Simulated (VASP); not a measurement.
# Zn (R-3m) in VASP: single point with PBE

Aim: the single point of Zn with PBE.

Everything below comes from runs of VASP 6.6.1. Logs are shortened: lines on timing, memory, paths and dates and some standing lists are left out, and cuts for length are marked.

## 1. The crystal as given

Symmetry: R-3m, No. 166, trigonal system. The conventional cell has a = 2.626 Å, b = 2.626 Å, c = 7.811 Å, α = 90.00°, β = 90.00°, γ = 120.00°. Zn (site symmetry -3m) is surrounded by 12 Zn at 2.63 to 3.01 Å.

The cell was built by a generator and needn't be a form met in nature.

## 2. Single point, PBE

INCAR reads:

```
SYSTEM = Zn
PREC = Accurate
ENCUT = 520
EDIFF = 1E-6
ISMEAR = 0
SIGMA = 0.1
LREAL = .FALSE.
LASPH = .TRUE.
NELM = 100
ALGO = Fast
ISIF = 2
LWAVE = .FALSE.
LCHARG = .TRUE.
GGA = PE
LELF = .TRUE.
LVHAR = .TRUE.
NBANDS = 25
```

KPOINTS reads:

```
regular mesh
0
G
  18 18 7
  0 0 0
```

POSCAR reads:

```
Zn
1.0
    2.6259332843      0.0000000000      0.0000000000
   -1.3129666422      2.2741249328      0.0000000000
    0.0000000000      0.0000000000      7.8110219131
Zn
3
Direct
    0.0000000000      0.0000000000      0.0000000000
    0.3333333333      0.6666666667      0.3333333333
    0.6666666667      0.3333333333      0.6666666667
```

Potentials or basis: VASP PAW PBE potentials, release 64 (Zn).

Command:

```console
$ cat potpaw_PBE.64/Zn/POTCAR > POTCAR
$ mpirun -np 1 vasp_std > vasp.out
```

OUTCAR:

```text
SYSTEM = Zn
   PREC = Accurate
   ENCUT = 520
   EDIFF = 1E-6
   ISMEAR = 0
   LREAL = .FALSE.
   LASPH = .TRUE.
   NELM = 100
   ISIF = 2
   GGA = PE

 ion  position               nearest neighbor table
   1  0.000  0.000  0.000-   2 3.01   3 3.01   2 3.01   3 3.01   3 3.01   2 3.01
   2  0.333  0.667  0.333-   1 3.01   1 3.01   1 3.01   3 3.01   3 3.01   3 3.01
   3  0.667  0.333  0.667-   1 3.01   1 3.01   1 3.01   2 3.01   2 3.01   2 3.01

  LATTYP: Found a hexagonal cell.
 ALAT       =     2.6259332843
 C/A-ratio  =     2.9745698262

  Lattice vectors:

 A1 = (   2.6259332843,   0.0000000000,   0.0000000000)
 A2 = (  -1.3129666422,   2.2741249328,   0.0000000000)
 A3 = (   0.0000000000,   0.0000000000,   7.8110219131)

Analysis of symmetry for initial positions (statically):
=====================================================================
 Subroutine PRICEL returns following result:

  LATTYP: Found a trigonal (rhomboedric) cell.
 ALAT       =     3.0129100026
 COS(alpha) =     0.6201911659

  Lattice vectors:

 A1 = (   1.3129666420,  -0.7580416442,   2.6036739708)
 A2 = (  -0.0000000002,   1.5160832886,   2.6036739708)
 A3 = (  -1.3129666419,  -0.7580416444,   2.6036739716)

   3 primitive cells build up your supercell.

 Routine SETGRP: Setting up the symmetry group for a
 hexagonal supercell.

 Subroutine GETGRP returns: Found 12 space group operations
 (whereof 12 operations were pure point group operations)
 out of a pool of 24 trial point group operations.

The static configuration has the point symmetry D_3d.

Analysis of symmetry for dynamics (positions and initial velocities):
=====================================================================
 Subroutine PRICEL returns following result:

  LATTYP: Found a trigonal (rhomboedric) cell.
 ALAT       =     3.0129100026
 COS(alpha) =     0.6201911659

  Lattice vectors:

 A1 = (   1.3129666420,  -0.7580416442,   2.6036739708)
 A2 = (  -0.0000000002,   1.5160832886,   2.6036739708)
 A3 = (  -1.3129666419,  -0.7580416444,   2.6036739716)

   3 primitive cells build up your supercell.

 Routine SETGRP: Setting up the symmetry group for a
 hexagonal supercell.

 Subroutine GETGRP returns: Found 12 space group operations
 (whereof 12 operations were pure point group operations)
 out of a pool of 24 trial point group operations.

The dynamic configuration has the point symmetry D_3d.

 Subroutine INISYM returns: Found 12 space group operations
 (whereof 12 operations are pure point group operations),
 and found     3 'primitive' translations

----------------------------------------------------------------------------------------

                                     Primitive cell

  volume of cell :      15.5484

  direct lattice vectors                    reciprocal lattice vectors
     1.312966642 -0.758041644  2.603673971     0.380816987 -0.219864790  0.128024222
    -0.000000000  1.516083289  2.603673971    -0.000000000  0.439729579  0.128024222
    -1.312966642 -0.758041644  2.603673972    -0.380816986 -0.219864790  0.128024222

  length of vectors
     3.012910003  3.012910003  3.012910003     0.457987232  0.457987232  0.457987232

  position of ions in fractional coordinates (direct lattice)
     0.000000000  0.000000000  0.000000000

  ion indices of the primitive-cell ions
   primitive index   ion index
                 1           1

----------------------------------------------------------------------------------------

 KPOINTS: regular mesh

Automatic generation of k-mesh.
 Grid dimensions read from file:
 generate k-points for:   18   18    7

 Generating k-lattice:

  Cartesian coordinates                     Fractional coordinates (reciprocal lattice)
     0.021156499  0.012214711  0.000000000     0.055555556 -0.000000000  0.000000000
     0.000000000  0.024429421  0.000000000     0.000000000  0.055555556  0.000000000
     0.000000000  0.000000000  0.018289175     0.000000000  0.000000000  0.142857143

  Length of vectors
     0.024429421  0.024429421  0.018289175

  Shift w.r.t. Gamma in fractional coordinates (k-lattice)
     0.000000000  0.000000000  0.000000000

 Subroutine IBZKPT returns following result:
 ===========================================

 Found    229 irreducible k-points:

 Following reciprocal coordinates:
            Coordinates               Weight
  0.000000  0.000000  0.000000      1.000000
  0.055556 -0.000000  0.000000      6.000000
  0.111111 -0.000000  0.000000      6.000000
  0.166667 -0.000000  0.000000      6.000000
  0.222222  0.000000  0.000000      6.000000
  0.277778  0.000000  0.000000      6.000000
[... 16 lines left out ...]
  0.333333  0.111111  0.000000     12.000000
  0.388889  0.111111  0.000000     12.000000
 [... further k-points ...]
   k-points           NKPTS =    229   k-points in BZ     NKDIM =    229   number of bands    NBANDS=     25
   number of dos      NEDOS =    301   number of ions     NIONS =      3
   total plane-waves  NPLWV =  24000
   dimension x,y,z NGX =    20 NGY =   20 NGZ =   60
   dimension x,y,z NGXF=    40 NGYF=   40 NGZF=  120
   ions per type =               3
   NGX,Y,Z   is equivalent  to a cutoff of  12.66, 12.66, 12.77 a.u.
   NGXF,Y,Z  is equivalent  to a cutoff of  25.32, 25.32, 25.54 a.u.
 SYSTEM =  Zn
   PREC   = accura    normal or accurate (medium, high low for compatibility)
   ISTART =      0    job   : 0-new  1-cont  2-samecut
   ICHARG =      2    charge: 1-file 2-atom 10-const
   ISPIN  =      1    spin polarized calculation?
   LNONCOLLINEAR =      F non collinear calculations
   LSORBIT =      F    spin-orbit coupling
   LASPH  =      T    aspherical Exc in radial PAW
   ENCUT  =  520.0 eV  38.22 Ry    6.18 a.u.   4.88  4.88 14.52*2*pi/ulx,y,z
   NELM   =    100;   NELMIN=  2; NELMDL= -5     # of ELM steps
   EDIFF  = 0.1E-05   stopping-criterion for ELM
   LREAL  =      F    real-space projection
   EDIFFG = 0.1E-04   stopping-criterion for IOM
   NSW    =      0    number of steps for IOM
   IBRION =     -1    ionic relax: 0-MD 1-quasi-New 2-CG
   NFREE  =      0    steps in history (QN), initial steepest desc. (CG)
   ISIF   =      2    stress and relaxation
   ISYM   =      2    0-nonsym 1-usesym 2-fastsym
   POTIM  = 0.5000    time-step for ionic-motion
   TEBEG  =    0.0;   TEEND  =   0.0 temperature during run
   PSTRESS=    0.0 pullay stress
   NELECT =      36.0000    total number of electrons
   NUPDOWN=      -1.0000    fix difference up-down
   EMIN   =  10.00;   EMAX   =-10.00  energy-range for DOS
   EFERMI =   0.00;   METHOD = LEGACY
   ISMEAR =     0;   SIGMA  =   0.10  broadening in eV -4-tet -1-fermi 0-gaus
   EFERMI_NEDOS =   21; number of points for ismear=-14 and -15
   IALGO  =     68    algorithm
   IMIX   =      4    mixing-type and parameters
     AMIX     =   0.40;   BMIX     =  1.00
     AMIX_MAG =   1.60;   BMIX_MAG =  1.00
  volume/ion in A,a.u.               =      15.55       104.93
  Fermi-wavevector in a.u.,A,eV,Ry     =   1.501667  2.837740 30.681199  2.255005
  Thomas-Fermi vector in A             =   2.613008
   LORBIT       =      0    0 simple, 1 ext, 2 COOP (PROOUT), +10 PAW based schemes
   GGA     = PE    functional components
   LHFCALC =     F    Hartree Fock is set to
   AEXX    =    0.0000 exact exchange contribution
   IVDW    =     0    specifies the selected vdW correction
   LEPSILON=     F    determine dielectric tensor
   LRPA    =     F    only Hartree local field effects (RPA)
 non-spin polarized calculation
 RMM-DIIS sequential band-by-band and
 Gauss-broadening in eV      SIGMA  =   0.10
  energy-cutoff  :      520.00
  volume of cell :       46.65
 maximum number of plane-waves:      1287
   NGX =  9   NGY =  9   NGZ = 29

 number of electron      35.9999983 magnetization

 Free energy of the ion-electron system (eV)
  ---------------------------------------------------
  ext. energy  EPLUGINS =         0.00000000
  ---------------------------------------------------
  free energy    TOTEN  =        -3.26981046 eV

  energy without entropy =       -3.26580271  energy(sigma->0) =       -3.26780659

 E-fermi :   2.8550     XC(G=0): -11.4168

 val. band max:        2.8462628596   @ k =  -0.0556   0.4444   0.4286
 cond. band min:       2.8835238307   @ k =   0.3333   0.1667   0.2857
 fundamental gap:      0.0372609711
 Fermi energy:         2.8549998057

 k-point     1 :       0.0000    0.0000    0.0000
  band No.  band energies     occupation
      1      -7.3042      2.00000
      2      -5.8780      2.00000
      3      -5.8780      2.00000
      4      -5.0069      2.00000
      5      -4.7133      2.00000
      6      -4.7133      2.00000
[... 17 lines left out ...]
     24      21.8792      0.00000
     25      21.8794      0.00000

 k-point     2 :       0.0556   -0.0000    0.0000
  band No.  band energies     occupation
      1      -7.2090      2.00000
      2      -5.8164      2.00000
      3      -5.8158      2.00000
      4      -4.9930      2.00000
      5      -4.7271      2.00000
      6      -4.7252      2.00000
[... 17 lines left out ...]
     24      20.5230      0.00000
     25      21.7651      0.00000

 k-point     3 :       0.1111   -0.0000    0.0000
  band No.  band energies     occupation
      1      -6.9273      2.00000
      2      -5.6493      2.00000
      3      -5.6432      2.00000
      4      -4.9543      2.00000
      5      -4.7658      2.00000
      6      -4.7525      2.00000
[... 17 lines left out ...]
     24      19.1256      0.00000
     25      19.3397      0.00000

 k-point     4 :       0.1667   -0.0000    0.0000
  band No.  band energies     occupation
      1      -6.4758      2.00000
      2      -5.4410      2.00000
      3      -5.4101      2.00000
      4      -4.9053      2.00000
      5      -4.8140      2.00000
      6      -4.7722      2.00000
[... 17 lines left out ...]
     24      16.6380      0.00000
     25      17.8372      0.00000

 k-point     5 :       0.2222    0.0000    0.0000
  band No.  band energies     occupation
      1      -5.9189      2.00000
      2      -5.3132      2.00000
      3      -5.2297      2.00000
      4      -4.8777      2.00000
      5      -4.8683      2.00000
      6      -4.8247      2.00000
[... 17 lines left out ...]
     24      16.0167      0.00000
     25      16.6923      0.00000

 k-point     6 :       0.2778    0.0000    0.0000
  band No.  band energies     occupation
      1      -5.4965      2.00000
      2      -5.3152      2.00000
      3      -5.2132      2.00000
      4      -5.0134      2.00000
      5      -4.8525      2.00000
      6      -4.7891      2.00000
[... 17 lines left out ...]
     24      15.7211      0.00000
     25      16.5870      0.00000
[... 393 lines left out ...]
 k-point    21 :       0.2222    0.1111    0.0000
  band No.  band energies     occupation
      1      -5.2774      2.00000
      2      -5.1846      2.00000
      3      -5.0720      2.00000
      4      -5.0005      2.00000
      5      -4.9024      2.00000
      6      -4.8015      2.00000
[... 17 lines left out ...]
     24      12.5495      0.00000
     25      14.8736      0.00000

 k-point    22 :       0.2778    0.1111    0.0000
  band No.  band energies     occupation
      1      -5.2568      2.00000
      2      -5.2310      2.00000
      3      -5.1547      2.00000
      4      -5.0979      2.00000
      5      -4.9408      2.00000
      6      -4.7337      2.00000
[... 17 lines left out ...]
     24      11.8532      0.00000
     25      14.2410      0.00000

 k-point    23 :       0.3333    0.1111    0.0000
  band No.  band energies     occupation
      1      -5.3259      2.00000
      2      -5.2676      2.00000
      3      -5.2296      2.00000
      4      -5.1685      2.00000
      5      -4.9571      2.00000
      6      -4.7966      2.00000
[... 17 lines left out ...]
     24      11.3463      0.00000
     25      13.7942      0.00000

 k-point    24 :       0.3889    0.1111    0.0000
  band No.  band energies     occupation
      1      -5.3726      2.00000
      2      -5.2985      2.00000
      3      -5.2817      2.00000
      4      -5.2113      2.00000
      5      -4.9481      2.00000
      6      -4.8627      2.00000
[... 17 lines left out ...]
     24      11.0236      0.00000
     25      12.9022      0.00000

 [... further k-points ...]

------------------------ aborting loop because EDIFF is reached ----------------------------------------

  FORCE on cell =-STRESS in cart. coord.  units (eV):
  Direction    XX          YY          ZZ          XY          YZ          ZX
  --------------------------------------------------------------------------------------
  -------------------------------------------------------------------------------------
  Total        0.1304135      0.1304135      0.0528371     -0.0000000      0.0000000      0.0000000
  in kB        4.4794754      4.4794754      1.8148610     -0.0000000      0.0000000      0.0000000
  external PRESSURE =       3.5912706 kB  Pullay stress =       0.0000000 kB

 VOLUME and BASIS-vectors are now :
 -----------------------------------------------------------------------------
  energy-cutoff  :      520.00
  volume of cell :       46.65
      direct lattice vectors                 reciprocal lattice vectors
     2.625933284  0.000000000  0.000000000     0.380816986  0.219864790  0.000000000
    -1.312966642  2.274124933  0.000000000     0.000000000  0.439729579  0.000000000
     0.000000000  0.000000000  7.811021913     0.000000000  0.000000000  0.128024222

 POSITION                                       TOTAL-FORCE (eV/Angst)
 -----------------------------------------------------------------------------------
      0.00000      0.00000      0.00000        -0.000000      0.000000      0.000000
     -0.00000      1.51608      2.60367        -0.000000      0.000000      0.000000
      1.31297      0.75804      5.20735         0.000000     -0.000000     -0.000000
 -----------------------------------------------------------------------------------
    total drift:                               -0.000000      0.000000      0.000000

  FREE ENERGIE OF THE ION-ELECTRON SYSTEM (eV)
  ---------------------------------------------------
  free  energy   TOTEN  =        -3.2698104647 eV

  energy  without entropy=       -3.2658027096  energy(sigma->0) =       -3.26780659
```

Wall time 2.9 min (1 thread of Intel Xeon Platinum 8259CL at 2.50GHz (Skylake/Cascade Lake), shared host); peak memory 0.31 GiB.

What came out:

```
Free energy            : -3.2698 eV
Pressure               : 0.4 GPa
Band gap on the k mesh : none (metal or under the smearing width)
```

Stress tensor (GPa, compression positive):
```
0.45 0.00 0.00
0.00 0.45 0.00
0.00 0.00 0.18
```
